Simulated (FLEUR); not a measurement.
# Pb (Fm-3m) in FLEUR: further runs

One crystal, Pb, is run at these levels: RPBE, Wu-Cohen GGA; tasks: band structure, equation of state.

All numbers are computed with FLEUR, more than one build; they aren't measurements. Logs are shortened: lines on timing, memory, paths and dates and some standing lists are left out, and cuts for length are marked.

## (1) Starting point

Symmetry: Fm-3m, No. 225, cubic system. Conventional cell: a = 4.950 Å, b = 4.950 Å, c = 4.950 Å, α = 90.00°, β = 90.00°, γ = 90.00°. Around Pb (site symmetry m-3m) lie 12 Pb at 3.50 Å.

## (2) Band structure, RPBE, spin-orbit coupling, no magnetisation

File inp.xml:

```xml
<?xml version="1.0" encoding="UTF-8" standalone="no"?>
<fleurInput fleurInputVersion="0.39">
   <comment>
      Pb                                                                                                  
   </comment>
   <calculationSetup>
      <cutoffs Kmax="4.1" Gmax="12.7" GmaxXC="12.7" numbands="all"/>
      <scfLoop itmax="60" minDistance="0.00001" maxIterBroyd="15" imix="Anderson" alpha="0.05" precondParam="0.0" spinf="2.0" sdNocoIR="T"/>
      <coreElectrons ctail="T" frcor="F" kcrel="0" coretail_lmax="0"/>
      <xcFunctional name="Rpbe" relativisticCorrections="F"/>
      <magnetism jspins="1"/>
      <soc l_soc="T" theta="0.0" phi="0.0" spav="F"/>
      <expertModes spex="0" secvar="F"/>
      <geometryOptimization l_f="F" forcealpha="1.0" forcemix="BFGS" epsdisp="0.00001" epsforce="0.00001"/>
      <ldaU l_linMix="F" mixParam="0.05" spinf="1.0"/>
   </calculationSetup>
   <cell>
      <bzIntegration valenceElectrons="20.0" mode="hist" fermiSmearingEnergy="0.00183747">
         <kPointListSelection listName="default-1"/>
         <!-- k-points included here -->
         <xi:include xmlns:xi="http://www.w3.org/2001/XInclude" href="kpts.xml"> </xi:include>
      </bzIntegration>
      <!-- symmetry operations included here -->
      <xi:include xmlns:xi="http://www.w3.org/2001/XInclude" href="sym.xml"> </xi:include>
      <bulkLattice scale="1.0">
         <bravaisMatrix>
            <row-1>    0.0000000000000000     4.6771099529074922     4.6771099529074922</row-1>
            <row-2>    4.6771099529074922     0.0000000000000000     4.6771099529074922</row-2>
            <row-3>    4.6771099529074922     4.6771099529074922     0.0000000000000000</row-3>
         </bravaisMatrix>
      </bulkLattice>
   </cell>
   <atomSpecies>
      <species name="Lead (Pb)" element="Pb" atomicNumber="82">
         <mtSphere radius="2.66" gridPoints="879" logIncrement="0.015"/>
         <atomicCutoffs lmax="11" lnonsphr="8"/>
         <electronConfig flipSpins="F">
            <coreConfig>(1s1/2) (2s1/2) (2p1/2) (2p3/2) (3s1/2) (3p1/2) (3p3/2) (4s1/2) (3d3/2) (3d5/2) (4p1/2) (4p3/2) (4d3/2) (4d5/2) (4f5/2) (4f7/2) (5s1/2)</coreConfig>
            <valenceConfig>(5p1/2) (5p3/2) (6s1/2) (5d3/2) (5d5/2) (6p1/2) (6p3/2)</valenceConfig>
            <stateOccupation state="(6p1/2)" spinUp="0.333333" spinDown="0.333333"/>
            <stateOccupation state="(6p3/2)" spinUp="0.666667" spinDown="0.666667"/>
         </electronConfig>
         <energyParameters s="6" p="6" d="5" f="5"/>
         <lo type="SCLO" l="1" n="5" eDeriv="0"/>
         <lo type="SCLO" l="1" n="5" eDeriv="1"/>
         <lo type="SCLO" l="0" n="6" eDeriv="2"/>
         <lo type="SCLO" l="2" n="5" eDeriv="2"/>
         <lo type="SCLO" l="3" n="5" eDeriv="2"/>
      </species>
   </atomSpecies>
   <atomGroups>
      <atomGroup species="Lead (Pb)">
         <relPos label="                   1">.0000000000 .0000000000 .0000000000</relPos>
         <force calculate="T" relaxXYZ="TTT"/>
      </atomGroup>
   </atomGroups>
   <output dos="F" band="F" slice="F">
      <checks vchk="F" cdinf="F"/>
      <bandDOS minEnergy="-.5*Htr" maxEnergy="0.5*Htr" sigma="0.015" storeEVData="T"/>
      <vacuumDOS vacdos="F" integ="F" star="F" nstars="0" locx1="0.0" locy1="0.0" locx2="0.0" locy2="0.0" nstm="0" tworkf="0.0"/>
      <unfoldingBand unfoldBand="F" supercellX="1" supercellY="1" supercellZ="1"/>
      <plotting iplot="0" polar="F">
         <plot TwoD="T" vec1="  1.0  0.0  0.0" vec2="  0.0  1.0  0.0" vec3="  0.0  0.0  1.0" zero="  0.0  0.0  0.0" file="plot"/>
      </plotting>
      <chargeDensitySlicing numkpt="0" minEigenval="0.0" maxEigenval="0.0" nnne="0" pallst="F"/>
      <specialOutput eonly="F"/>
      <moessbauerParams electricFieldGradient="T" isomerShift="T" coreHyperfine="T" valenceHyperfine="T"/>
      <magneticCircularDichroism mcd="F" energyLo="-10.0" energyUp="0.0"/>
   </output>
  <!-- We include the file relax.xml here to enable relaxations (see documentation) -->
  <xi:include xmlns:xi="http://www.w3.org/2001/XInclude" href="relax.xml"> <xi:fallback/> </xi:include>
</fleurInput>
```

File crystal.txt:

```
Pb
&input cartesian=F /
0.0000000000  2.4750200000  2.4750200000
2.4750200000  0.0000000000  2.4750200000
2.4750200000  2.4750200000  0.0000000000
1.8897261246
1.0 1.0 1.0

1
82 0.0000000000  0.0000000000  0.0000000000

&soc 0.0 0.0 /
&kpt div1=7 div2=7 div3=7 gamma=T /
```

File inp.xml (bands):

```
<?xml version="1.0" encoding="UTF-8" standalone="no"?>
<fleurInput fleurInputVersion="0.39">
   <comment>
      Pb                                                                                                  
   </comment>
   <calculationSetup>
      <cutoffs Kmax="4.1" Gmax="12.7" GmaxXC="12.7" numbands="all"/>
      <scfLoop itmax="60" minDistance="0.00001" maxIterBroyd="15" imix="Anderson" alpha="0.05" precondParam="0.0" spinf="2.0" sdNocoIR="T"/>
      <coreElectrons ctail="T" frcor="F" kcrel="0" coretail_lmax="0"/>
      <xcFunctional name="Rpbe" relativisticCorrections="F"/>
      <magnetism jspins="1"/>
      <soc l_soc="T" theta="0.0" phi="0.0" spav="F"/>
      <expertModes spex="0" secvar="F"/>
      <geometryOptimization l_f="F" forcealpha="1.0" forcemix="BFGS" epsdisp="0.00001" epsforce="0.00001"/>
      <ldaU l_linMix="F" mixParam="0.05" spinf="1.0"/>
   </calculationSetup>
   <cell>
      <bzIntegration valenceElectrons="20.0" mode="hist" fermiSmearingEnergy="0.00183747">
         <kPointListSelection listName="path-1"/>
         <!-- k-points included here -->
         <xi:include xmlns:xi="http://www.w3.org/2001/XInclude" href="kpts.xml"> </xi:include>
      </bzIntegration>
      <!-- symmetry operations included here -->
      <xi:include xmlns:xi="http://www.w3.org/2001/XInclude" href="sym.xml"> </xi:include>
      <bulkLattice scale="1.0">
         <bravaisMatrix>
            <row-1>    0.0000000000000000     4.6771099529074922     4.6771099529074922</row-1>
            <row-2>    4.6771099529074922     0.0000000000000000     4.6771099529074922</row-2>
            <row-3>    4.6771099529074922     4.6771099529074922     0.0000000000000000</row-3>
         </bravaisMatrix>
      </bulkLattice>
   </cell>
   <atomSpecies>
      <species name="Lead (Pb)" element="Pb" atomicNumber="82">
         <mtSphere radius="2.66" gridPoints="879" logIncrement="0.015"/>
         <atomicCutoffs lmax="11" lnonsphr="8"/>
         <electronConfig flipSpins="F">
            <coreConfig>(1s1/2) (2s1/2) (2p1/2) (2p3/2) (3s1/2) (3p1/2) (3p3/2) (4s1/2) (3d3/2) (3d5/2) (4p1/2) (4p3/2) (4d3/2) (4d5/2) (4f5/2) (4f7/2) (5s1/2)</coreConfig>
            <valenceConfig>(5p1/2) (5p3/2) (6s1/2) (5d3/2) (5d5/2) (6p1/2) (6p3/2)</valenceConfig>
            <stateOccupation state="(6p1/2)" spinUp="0.333333" spinDown="0.333333"/>
            <stateOccupation state="(6p3/2)" spinUp="0.666667" spinDown="0.666667"/>
         </electronConfig>
         <energyParameters s="6" p="6" d="5" f="5"/>
         <lo type="SCLO" l="1" n="5" eDeriv="0"/>
         <lo type="SCLO" l="1" n="5" eDeriv="1"/>
         <lo type="SCLO" l="0" n="6" eDeriv="2"/>
         <lo type="SCLO" l="2" n="5" eDeriv="2"/>
         <lo type="SCLO" l="3" n="5" eDeriv="2"/>
      </species>
   </atomSpecies>
   <atomGroups>
      <atomGroup species="Lead (Pb)">
         <relPos label="                   1">.0000000000 .0000000000 .0000000000</relPos>
         <force calculate="T" relaxXYZ="TTT"/>
      </atomGroup>
   </atomGroups>
   <output dos="F" band="T" slice="F">
      <checks vchk="F" cdinf="F"/>
      <bandDOS minEnergy="-.5*Htr" maxEnergy="0.5*Htr" sigma="0.015" storeEVData="T"/>
      <vacuumDOS vacdos="F" integ="F" star="F" nstars="0" locx1="0.0" locy1="0.0" locx2="0.0" locy2="0.0" nstm="0" tworkf="0.0"/>
      <unfoldingBand unfoldBand="F" supercellX="1" supercellY="1" supercellZ="1"/>
      <plotting iplot="0" polar="F">
         <plot TwoD="T" vec1="  1.0  0.0  0.0" vec2="  0.0  1.0  0.0" vec3="  0.0  0.0  1.0" zero="  0.0  0.0  0.0" file="plot"/>
      </plotting>
      <chargeDensitySlicing numkpt="0" minEigenval="0.0" maxEigenval="0.0" nnne="0" pallst="F"/>
      <specialOutput eonly="F"/>
      <moessbauerParams electricFieldGradient="T" isomerShift="T" coreHyperfine="T" valenceHyperfine="T"/>
      <magneticCircularDichroism mcd="F" energyLo="-10.0" energyUp="0.0"/>
   </output>
  <!-- We include the file relax.xml here to enable relaxations (see documentation) -->
  <xi:include xmlns:xi="http://www.w3.org/2001/XInclude" href="relax.xml"> <xi:fallback/> </xi:include>
</fleurInput>
```

Potentials or basis: all-electron, FLAPW.

Started as:

```sh
inpgen -f crystal.txt -profile fastHighL
# inp.xml edited to the form shown
fleur_MPI
fleur_MPI   # second run, on inp.xml (bands)
```

Log:

```text
Welcome to FLEUR        (www.flapw.de)
      MaX-Release 8.1          (www.max-centre.eu)

 ========== k-point set info ==========
 Selected k-point list: default-1
 k-point list type: mesh
 7 x 7 x 7
 Number of k points: 52

 ------------Calculation Setup---------------------------
 Number of MPI-tasks      :            1
 Number of PE/node        :            1
 Number of OMP-threads    :            1
 Most efficient MPI parallelization for:
           1           2           4          13          26          52
 Additional eigenvalue parallelization possible
 Number of basis functions:          294
 Approximate size of matrices (H+S) per k-point:         0.001 GB
 --------------------------------------------------------
 Iteration:     1   Distance:      10.94001329 me/bohr^3
 Iteration:     2   Distance:      10.26836698 me/bohr^3
 Iteration:     3   Distance:       3.54270416 me/bohr^3
 Iteration:     4   Distance:       0.29069089 me/bohr^3
 Iteration:     5   Distance:       0.29208698 me/bohr^3
 Iteration:     6   Distance:       0.04760826 me/bohr^3
 Iteration:     7   Distance:       0.00561288 me/bohr^3
 Iteration:     8   Distance:       0.00570651 me/bohr^3
 Iteration:     9   Distance:       0.00036841 me/bohr^3
 Iteration:    10   Distance:       0.00014650 me/bohr^3
 Iteration:    11   Distance:       0.00001545 me/bohr^3
 Iteration:    12   Distance:       0.00000584 me/bohr^3

 ********************************************************************
 Run finished successfully
 Stop message:
   all done
 ********************************************************************
```

output (bands):

```text
Welcome to FLEUR        (www.flapw.de)
      MaX-Release 8.1          (www.max-centre.eu)

 ========== k-point set info ==========
 Selected k-point list: path-1
 k-point list type: path
 Number of k points: 60

 ------------Calculation Setup---------------------------
 Number of MPI-tasks      :            1
 Number of PE/node        :            1
 Number of OMP-threads    :            1
 Most efficient MPI parallelization for:
           1           2           3           4           5           6          10          12          15          20          30          60
 Additional eigenvalue parallelization possible
 Number of basis functions:          294
 Approximate size of matrices (H+S) per k-point:         0.001 GB
 --------------------------------------------------------
 Fermi energy correction for metals:
 Fermi energy in bands.* files may not be consistent with last density.
 Please correct it manually (e.g. in band.gnu file).

 Note: Band structure data (together with different weights) is also stored in the banddos.hdf file.
       A convenient way of extracting and plotting the data from that file is by making use of the

 ********************************************************************
 Run finished successfully
 Stop message:
   Charge density postprocessing done.
 ********************************************************************
```

out.xml (last iteration):

```text
<iteration numberForCurrentRun="   12" overallNumber="   12">
         <energyParameters units="Htr">
            <atomicEP atomType="1" spin="1" branch="6s" branchLowest="-4.80" branchHighest="0.65" value="0.0158050581"/>
            <atomicEP atomType="1" spin="1" branch="6p" branchLowest="-2.66" branchHighest="1.48" value="0.2952844883"/>
            <atomicEP atomType="1" spin="1" branch="5d" branchLowest="-14.25" branchHighest="-0.23" value="-0.2550485237"/>
            <atomicEP atomType="1" spin="1" branch="5f" branchLowest="-4.39" branchHighest="1.94" value="0.6339529653"/>
            <loAtomicEP atomType="1" spin="1" branch="5p" branchLowest="-23.19" branchHighest="-2.66" value="-2.7248935304"/>
            <loAtomicEP atomType="1" spin="1" branch="5p" branchLowest="-23.19" branchHighest="-2.66" value="-2.7248935304"/>
            <loAtomicEP atomType="1" spin="1" branch="6s" branchLowest="-4.80" branchHighest="0.65" value="0.0158050581"/>
            <loAtomicEP atomType="1" spin="1" branch="5d" branchLowest="-14.25" branchHighest="-0.23" value="-0.2865812421"/>
            <loAtomicEP atomType="1" spin="1" branch="5f" branchLowest="-4.39" branchHighest="1.94" value="0.6339398790"/>
         </energyParameters>
         <eigenvalues>
            <eigenvaluesAt spin="1" ikpt="1" k_x="0.00000000" k_y="0.00000000" k_z="0.00000000">
                      -3.1446215088       -3.1446215088       -2.4372412470       -2.4372412470       -2.4372412470
                      -2.4372412470       -0.3489173811       -0.3489173811       -0.3489173811       -0.3489173811
                      -0.2580437399       -0.2580437399       -0.2544886789       -0.2544886789       -0.2544886788
                      -0.2544886788       -0.0951425000       -0.0951425000        0.5442777044        0.5442777044
                       0.6446491801        0.6446491801        0.6446491809        0.6446491809        0.6911025422
                       0.6911025422        0.7526813836        0.7526813836        0.7890816867        0.7890816867
[... 103 lines left out ...]
                      11.4638532844       11.4664129477       11.4664129477       16.2622990189       16.2622990189
                      16.2923903478       16.2923903478       16.2923903480       16.2923903480       16.6665214486
                      16.6665214486
            </eigenvaluesAt>
            <eigenvaluesAt spin="1" ikpt="2" k_x="0.00000000" k_y="0.00000000" k_z="0.14285714">
                      -3.1445798080       -3.1445798080       -2.4372597468       -2.4372597468       -2.4372423689
                      -2.4372423689       -0.3488013214       -0.3488013214       -0.3483492814       -0.3483492814
                      -0.2572897752       -0.2572897752       -0.2549780445       -0.2549780445       -0.2535400511
[... 350 lines left out ...]
         <moessbauerParams unitsHFF="kG" unitsIS="e/bohr^3" unitsEFG="Htr/bohr^2">
            <coreIsomerShift atomType="1" isTotal="2994736.59974">
               <shell n="1" l="0" isomerShift="2459793.95663"/>
               <shell n="2" l="0" isomerShift="379655.23802"/>
               <shell n="2" l="1" isomerShift="30121.44760"/>
               <shell n="3" l="0" isomerShift="87814.42624"/>
               <shell n="3" l="1" isomerShift="7822.10577"/>
               <shell n="4" l="0" isomerShift="22701.25535"/>
               <shell n="3" l="2" isomerShift="0.00328"/>
               <shell n="4" l="1" isomerShift="1997.53763"/>
               <shell n="4" l="2" isomerShift="0.00091"/>
               <shell n="4" l="3" isomerShift="0.00000"/>
               <shell n="5" l="0" isomerShift="4830.62832"/>
            </coreIsomerShift>
            <isomerShift atomType="1" nucleusRadius="0.0001398" averageDensity="2995291.14349"/>
            <electricFieldGradient atomType="1" VXX="0.00000" VYY="0.00000" VZZ="0.00000" asymParam="0.00000">
            </electricFieldGradient>
         </moessbauerParams>
         <totalEnergy                                    value="   -20928.9252333497" units="Htr">
            <sumOfEigenvalues                            value="   -12936.3068888674">
               <coreElectrons value="-12917.9428178110"/>
               <valenceElectrons value="-18.3640710564"/>
            </sumOfEigenvalues>
            <densityCoulombPotentialIntegral value="-36796.5899312944"/>
            <densityEffectivePotentialIntegral value="-37305.1267162215"/>
            <chargeDenXCDenIntegral value="-390.8841293678"/>
            <FockExchangeEnergyValence value="0.0000000000"/>
            <FockExchangeEnergyCore value="0.0000000000"/>
            <atomTypeDependentContributions atomType="1">
               <electronNucleiInteractionDifferentMTs value="26467.1621600223"/>
               <MadelungTerm value="-41.4038056666"/>
            </atomTypeDependentContributions>
            <tkbTimesEntropy value="0.0001111423"/>
            <freeEnergy value="-20928.9253444921"/>
            <extrapolationTo0K value="-20928.9252889209"/>
         </totalEnergy>
         <densityConvergence units="me/bohr^3">
            <chargeDensity spin="1" distance="0.0000058421"/>
         </densityConvergence>
      </iteration>
```

Wall time 7.8 min (1 thread of Intel Xeon Platinum 8375C at 2.90GHz (Ice Lake), shared host); peak memory 0.22 GiB.

Results:

- Free energy: -569505.0713 eV
- Band gap along the path: none (metal or under the smearing width)
- Valence electrons inside the program's atomic spheres: Pb 18.03 (radii Pb 2.66 bohr)

Levels at the corners of the path, in eV from the Fermi level:
| point | band 18 | band 19 | band 20 | band 21 | band 22 | band 23 |
| --- | --- | --- | --- | --- | --- | --- |
| Γ | -11.61 | 5.79 | 5.79 | 8.52 | 8.52 | 8.52 |
| X | -6.51 | -3.25 | -3.25 | 1.70 | 1.70 | 2.77 |
| W | -6.40 | -1.81 | -1.81 | -0.85 | -0.85 | 0.49 |
| K | -6.60 | -2.36 | -2.36 | -1.02 | -1.02 | 3.19 |
| Γ | -11.61 | 5.79 | 5.79 | 8.52 | 8.52 | 8.52 |
| L | -7.94 | -4.15 | -4.15 | 4.98 | 4.98 | 6.56 |
| U | -6.60 | -2.36 | -2.36 | -1.02 | -1.02 | 3.19 |
| W | -6.40 | -1.81 | -1.81 | -0.85 | -0.85 | 0.49 |
| L | -7.94 | -4.15 | -4.15 | 4.98 | 4.98 | 6.56 |
| K | -6.60 | -2.36 | -2.36 | -1.02 | -1.02 | 3.19 |
| U | -6.60 | -2.36 | -2.36 | -1.02 | -1.02 | 3.19 |
| X | -6.51 | -3.25 | -3.25 | 1.70 | 1.70 | 2.77 |

Core levels (eV from the Fermi level):
| atom | levels |
| --- | --- |
| 1 Pb | 1s1/2 -87979.7, 2s1/2 -15719.0, 2p1/2 -15090.3, 2p3/2 -12901.0, 3s1/2 -3770.0, 3p1/2 -3487.3, 3p3/2 -2998.7, 4s1/2 -850.9, 3d3/2 -2536.3, 3d5/2 -2432.3, 4p1/2 -728.7, 4p3/2 -609.1, 4d3/2 -410.5, 4d5/2 -388.2, 4f5/2 -131.3, 4f7/2 -126.2, 5s1/2 -139.6 |

[end of part 1 of 2]
